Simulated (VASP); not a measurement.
The system is CdO (Monteponite).

```
Cd O
1.0
     0.00000    2.34950    2.34950
     2.34950    0.00000    2.34950
     2.34950    2.34950    0.00000
Cd O
1 1
Direct
  0.00000 0.00000 0.00000
  0.50000 0.50000 0.50000
```

```yaml
Program: VASP 6.6.1
Task: relaxation of cell and atoms
Functional: optB86b-vdW
Potentials_or_basis: VASP PAW PBE potentials, release 64 (Cd, O)
Cutoff: 600 eV
k_mesh: 10 × 10 × 10
Occupations: fermi-dirac, width 0.05 eV
Spin: no spin polarisation
```

At the start: pressure 3.5 GPa; volume 12.97 Å³/atom.

Question: Where does the relaxation end?

Answer: Over 3 steps the energy falls by 3.3 meV/atom and the volume is 13.28 Å³/atom (+2.4 %); space group Fm-3m (No. 225, to 0.05 Å).

The path:
| step | energy change (eV) | largest force (eV/Å) | pressure (GPa) | volume (Å³) |
| --- | --- | --- | --- | --- |
| 1 | 0.0000 | 0.0000 | 3.45 | 25.94 |
| 2 | -0.0034 | 0.0000 | -2.18 | 27.00 |
| 3 | -0.0065 | 0.0000 | 0.00 | 26.56 |

Final structure:
```yaml
crystal:
  lattice:
    - [0.00000, 2.36803, 2.36803]
    - [2.36803, 0.00000, 2.36803]
    - [2.36803, 2.36803, 0.00000]
  atoms:
    - { symbol: Cd, position: [0.00000, 0.00000, 0.00000] }
    - { symbol: O, position: [0.50000, 0.50000, 0.50000] }
```

Caveat: the PAW data sets were made with another functional, which shifts forces and pressure a little.
